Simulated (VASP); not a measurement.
# SnTe (F-43m) in VASP: notebook

The runs below take SnTe through single point, with PBE, HSE06.

Program: VASP 6.6.1. These are calculated values, not measurements. Logs are shortened: lines on timing, memory, paths and dates and some standing lists are left out, and cuts for length are marked.

## Step 1: The crystal as given

Symmetry: F-43m, No. 216, cubic system. Conventional cell: a = 7.222 Å, b = 7.222 Å, c = 7.222 Å, α = 90.00°, β = 90.00°, γ = 90.00°. Around Te (site symmetry -43m) lie 4 Sn at 3.13 Å. Sn (site symmetry -43m) has 4 Te at 3.13 Å as nearest neighbours.

Measurements of this composition are mostly on another form, of space group No. 225.

## Step 2: Single point, PBE

INCAR reads:

```
PREC = Accurate
ENCUT = 450
EDIFF = 1E-6
ISMEAR = 0
SIGMA = 0.02
LREAL = False
LASPH = True
NELM = 60
ALGO = Normal
ISIF = 2
LWAVE = False
LCHARG = False
GGA = PE
NBANDS = 17
```

KPOINTS reads:

```
regular mesh
0
Gamma
  3 3 3
```

POSCAR reads:

```
SnTe
1.0
    0.0000000000      3.6111460000      3.6111460000
    3.6111460000      0.0000000000      3.6111460000
    3.6111460000      3.6111460000      0.0000000000
Te Sn
1 1
Direct
    0.2500000000      0.2500000000      0.2500000000
    0.0000000000      0.0000000000      0.0000000000
```

Potentials or basis: VASP PAW PBE potentials, release 64 (Te_GW, Sn_d_GW).

Run with:

```bash
> cat potpaw_PBE.64/Te_GW/POTCAR potpaw_PBE.64/Sn_d_GW/POTCAR > POTCAR
> mpirun -np 1 vasp_std > vasp.out
```

OUTCAR:

```text
PREC = Accurate
   ENCUT = 450
   EDIFF = 1E-6
   ISMEAR = 0
   LREAL = False
   LASPH = True
   NELM = 60
   ISIF = 2
   GGA = PE

 ion  position               nearest neighbor table
   1  0.250  0.250  0.250-   2 3.13   2 3.13   2 3.13   2 3.13
   2  0.000  0.000  0.000-   1 3.13   1 3.13   1 3.13   1 3.13

  LATTYP: Found a face centered cubic cell.
 ALAT       =     7.2222920000

  Lattice vectors:

 A1 = (   0.0000000000,   3.6111460000,   3.6111460000)
 A2 = (   3.6111460000,   0.0000000000,   3.6111460000)
 A3 = (   3.6111460000,   3.6111460000,   0.0000000000)

Analysis of symmetry for initial positions (statically):
=====================================================================
 Subroutine PRICEL returns:
 Original cell was already a primitive cell.

 Routine SETGRP: Setting up the symmetry group for a
 face centered cubic supercell.

 Subroutine GETGRP returns: Found 24 space group operations
 (whereof 24 operations were pure point group operations)
 out of a pool of 48 trial point group operations.

The static configuration has the point symmetry T_d .

Analysis of symmetry for dynamics (positions and initial velocities):
=====================================================================
 Subroutine PRICEL returns:
 Original cell was already a primitive cell.

 Routine SETGRP: Setting up the symmetry group for a
 face centered cubic supercell.

 Subroutine GETGRP returns: Found 24 space group operations
 (whereof 24 operations were pure point group operations)
 out of a pool of 48 trial point group operations.

The dynamic configuration has the point symmetry T_d .

 Subroutine INISYM returns: Found 24 space group operations
 (whereof 24 operations are pure point group operations),
 and found     1 'primitive' translations

----------------------------------------------------------------------------------------

                                     Primitive cell

  volume of cell :      94.1814

  direct lattice vectors                    reciprocal lattice vectors
     0.000000000  3.611146000  3.611146000    -0.138460201  0.138460201  0.138460201
     3.611146000  0.000000000  3.611146000     0.138460201 -0.138460201  0.138460201
     3.611146000  3.611146000  0.000000000     0.138460201  0.138460201 -0.138460201

  length of vectors
     5.106931649  5.106931649  5.106931649     0.239820102  0.239820102  0.239820102

[... 58 lines left out ...]
   NELM   =     60;   NELMIN=  2; NELMDL= -5     # of ELM steps
   EDIFF  = 0.1E-05   stopping-criterion for ELM
   LREAL  =      F    real-space projection
   EDIFFG = 0.1E-04   stopping-criterion for IOM
   NSW    =      0    number of steps for IOM
   IBRION =     -1    ionic relax: 0-MD 1-quasi-New 2-CG
   NFREE  =      0    steps in history (QN), initial steepest desc. (CG)
   ISIF   =      2    stress and relaxation
   ISYM   =      2    0-nonsym 1-usesym 2-fastsym
   POTIM  = 0.5000    time-step for ionic-motion
   TEBEG  =    0.0;   TEEND  =   0.0 temperature during run
   PSTRESS=    0.0 pullay stress
   NELECT =      20.0000    total number of electrons
   NUPDOWN=      -1.0000    fix difference up-down
   EMIN   =  10.00;   EMAX   =-10.00  energy-range for DOS
   EFERMI =   0.00;   METHOD = LEGACY
   ISMEAR =     0;   SIGMA  =   0.02  broadening in eV -4-tet -1-fermi 0-gaus
   EFERMI_NEDOS =   21; number of points for ismear=-14 and -15
   IALGO  =     38    algorithm
   IMIX   =      4    mixing-type and parameters
     AMIX     =   0.40;   BMIX     =  1.00
     AMIX_MAG =   1.60;   BMIX_MAG =  1.00
  volume/ion in A,a.u.               =      47.09       317.78
  Fermi-wavevector in a.u.,A,eV,Ry     =   0.976704  1.845704 12.979296  0.953951
  Thomas-Fermi vector in A             =   2.107344
   LORBIT       =      0    0 simple, 1 ext, 2 COOP (PROOUT), +10 PAW based schemes
   GGA     = PE    functional components
   LHFCALC =     F    Hartree Fock is set to
   AEXX    =    0.0000 exact exchange contribution
   IVDW    =     0    specifies the selected vdW correction
   LEPSILON=     F    determine dielectric tensor
   LRPA    =     F    only Hartree local field effects (RPA)
 non-spin polarized calculation
 Gauss-broadening in eV      SIGMA  =   0.02
  energy-cutoff  :      450.00
  volume of cell :       94.18
 maximum number of plane-waves:      2085
   NGX = 17   NGY = 17   NGZ = 17

 number of electron      19.9999987 magnetization

 Free energy of the ion-electron system (eV)
  ---------------------------------------------------
  ext. energy  EPLUGINS =         0.00000000
  ---------------------------------------------------
  free energy    TOTEN  =        -7.18271825 eV

  energy without entropy =       -7.18271825  energy(sigma->0) =       -7.18271825

 E-fermi :   2.0016     XC(G=0):  -7.4941

 val. band max:        1.8815289894   @ k =  -0.3333   0.3333   0.0000
 cond. band min:       2.7022026562   @ k =   0.3333   0.3333   0.0000
 fundamental gap:      0.8206736668
 Fermi energy:         2.0015942925

 k-point     1 :       0.0000    0.0000    0.0000
  band No.  band energies     occupation
      1     -19.3499      2.00000
      2     -19.3499      2.00000
      3     -19.3499      2.00000
      4     -19.3411      2.00000
      5     -19.3411      2.00000
      6      -9.0960      2.00000
[... 57 lines left out ...]
      4     -19.3413      2.00000
      5     -19.3408      2.00000
      6      -8.4046      2.00000
[... 9 lines left out ...]
     16       9.7511      0.00000
     17      11.4651      0.00000

------------------------ aborting loop because EDIFF is reached ----------------------------------------

  FORCE on cell =-STRESS in cart. coord.  units (eV):
  Direction    XX          YY          ZZ          XY          YZ          ZX
  --------------------------------------------------------------------------------------
  -------------------------------------------------------------------------------------
  Total       -0.5235425     -0.5235425     -0.5235425     -0.0000000     -0.0000000     -0.0000000
  in kB       -8.9063021     -8.9063021     -8.9063021     -0.0000000     -0.0000000     -0.0000000
  external PRESSURE =      -8.9063021 kB  Pullay stress =       0.0000000 kB

 VOLUME and BASIS-vectors are now :
 -----------------------------------------------------------------------------
  energy-cutoff  :      450.00
  volume of cell :       94.18
      direct lattice vectors                 reciprocal lattice vectors
     0.000000000  3.611146000  3.611146000    -0.138460201  0.138460201  0.138460201
     3.611146000  0.000000000  3.611146000     0.138460201 -0.138460201  0.138460201
     3.611146000  3.611146000  0.000000000     0.138460201  0.138460201 -0.138460201

 POSITION                                       TOTAL-FORCE (eV/Angst)
 -----------------------------------------------------------------------------------
      1.80557      1.80557      1.80557        -0.000000     -0.000000      0.000000
      0.00000      0.00000      0.00000         0.000000      0.000000     -0.000000
 -----------------------------------------------------------------------------------
    total drift:                               -0.000000     -0.000000     -0.000000

  FREE ENERGIE OF THE ION-ELECTRON SYSTEM (eV)
  ---------------------------------------------------
  free  energy   TOTEN  =        -7.1827182467 eV

  energy  without entropy=       -7.1827182467  energy(sigma->0) =       -7.18271825
```

OSZICAR:

```text
N       E                     dE             d eps       ncg     rms          rms(c)
DAV:   1     0.125461130951E+03    0.12546E+03   -0.77013E+03   154   0.496E+03
DAV:   2     0.740571949292E+01   -0.11806E+03   -0.11387E+03   231   0.684E+02
DAV:   3    -0.684422309624E+01   -0.14250E+02   -0.13660E+02   236   0.138E+02
DAV:   4    -0.727261959905E+01   -0.42840E+00   -0.42652E+00   200   0.240E+01
DAV:   5    -0.730804360009E+01   -0.35424E-01   -0.35412E-01   232   0.519E+00    0.215E+00
DAV:   6    -0.718166405921E+01    0.12638E+00   -0.34758E-01   224   0.923E+00    0.120E+00
DAV:   7    -0.717992362858E+01    0.17404E-02   -0.63816E-02   184   0.207E+00    0.620E-01
DAV:   8    -0.718259846479E+01   -0.26748E-02   -0.11290E-02   200   0.297E+00    0.831E-02
DAV:   9    -0.718243123944E+01    0.16723E-03   -0.28954E-03   216   0.169E+00    0.421E-02
DAV:  10    -0.718267506495E+01   -0.24383E-03   -0.56102E-04   151   0.168E-01    0.951E-03
DAV:  11    -0.718271208372E+01   -0.37019E-04   -0.66789E-05   184   0.154E-01    0.435E-03
DAV:  12    -0.718271686991E+01   -0.47862E-05   -0.54593E-06   152   0.219E-02    0.244E-03
DAV:  13    -0.718271815331E+01   -0.12834E-05   -0.16848E-06   143   0.817E-03    0.348E-04
DAV:  14    -0.718271824672E+01   -0.93403E-07   -0.10139E-07   149   0.457E-03
   1 F= -.71827182E+01 E0= -.71827182E+01  d E =-.111854E-17
```

stdout:

```text
POSCAR found type information on POSCAR TeSn
 POSCAR found :  2 types and       2 ions
 scaLAPACK will be used
 LDA part: xc-table for (Slater+PW92), standard interpolation
 POSCAR, INCAR and KPOINTS ok, starting setup
 FFT: planning ... GRIDC
 FFT: planning ... GRID_SOFT
 FFT: planning ... GRID
 WAVECAR not read
 entering main loop
```

It took 16 s on 1 thread of Intel Xeon Platinum 8259CL at 2.50GHz (Skylake/Cascade Lake), shared host; peak memory 0.2 GiB.

What came out:

| Property | Result |
| --- | --- |
| Free energy | -7.1827 eV |
| Pressure | -0.9 GPa |
| Band gap on the k mesh | 0.82 eV, indirect (least direct gap 0.98 eV) |

Caveat: the k mesh is coarse (spacing up to 0.50 Å⁻¹), so the values aren't converged; spin-orbit coupling is left out, which moves the levels of the heavy elements; an odd mesh through Γ misses points on the zone boundary, where band edges often lie.

## Step 3: Single point, HSE06

POSCAR is that of step 2.

INCAR.step1 reads:

```
SYSTEM = SnTe
PREC = Accurate ; ENCUT = 650
EDIFF = 1E-5 ; ISMEAR = 0
SIGMA = 0.01 ; LREAL = .False.
LASPH = .True. ; NELM = 100
ALGO = Normal ; ISIF = 2
LWAVE = .True. ; LCHARG = .False.
NBANDS = 18 ; NKRED = 1
GGA = PE
```

INCAR.step2 reads:

```
SYSTEM = SnTe
PREC = Accurate ; ENCUT = 650
EDIFF = 1E-6 ; ISMEAR = 0
SIGMA = 0.01 ; LREAL = .False.
LASPH = .True. ; NELM = 100
ALGO = Normal ; ISIF = 2
LWAVE = .False. ; LCHARG = .False.
GGA = PE ; LHFCALC = .True.
HFSCREEN = 0.2 ; PRECFOCK = Fast
NBANDS = 18 ; NKRED = 1
ISTART = 1
```

KPOINTS reads:

```
regular mesh
0
Gamma
  4 4 4
  0 0 0
```

Potentials or basis: VASP PAW PBE potentials, release 64 (Te, Sn_d).

Run with:

```bash
> cat potpaw_PBE.64/Te/POTCAR potpaw_PBE.64/Sn_d/POTCAR > POTCAR
> cp INCAR.step1 INCAR
> mpirun -np 1 vasp_std > vasp.out
> cp INCAR.step2 INCAR
> mpirun -np 1 vasp_std > vasp.out
```

It took 3.8 min on 1 thread of Intel Xeon Platinum 8488C (Sapphire Rapids), shared host; peak memory 0.37 GiB.

These settings aren't checked as converged: the numbers below hold their error.

What came out:

```yaml
Free_energy: -8.4705 eV
Pressure: -0.7 GPa
Band_gap_on_the_k_mesh: 0.38 eV, indirect (least direct gap 1.16 eV)
```

Caveat: the PAW data sets were made with another functional, which shifts forces and pressure a little; spin-orbit coupling is left out, which moves the levels of the heavy elements.

## Step 4: The reference run

An earlier run on the cell as given: functional PBEsol; potentials or basis VASP PAW PBE potentials, release 64 (Te, Sn_d); cutoff 520 eV; k mesh 7 × 7 × 7; occupations fermi-dirac, width 0.05 eV; no spin polarisation.

- Pressure: -1.4 GPa
- Band gap on the k mesh: 0.28 eV, indirect (least direct gap 0.79 eV)
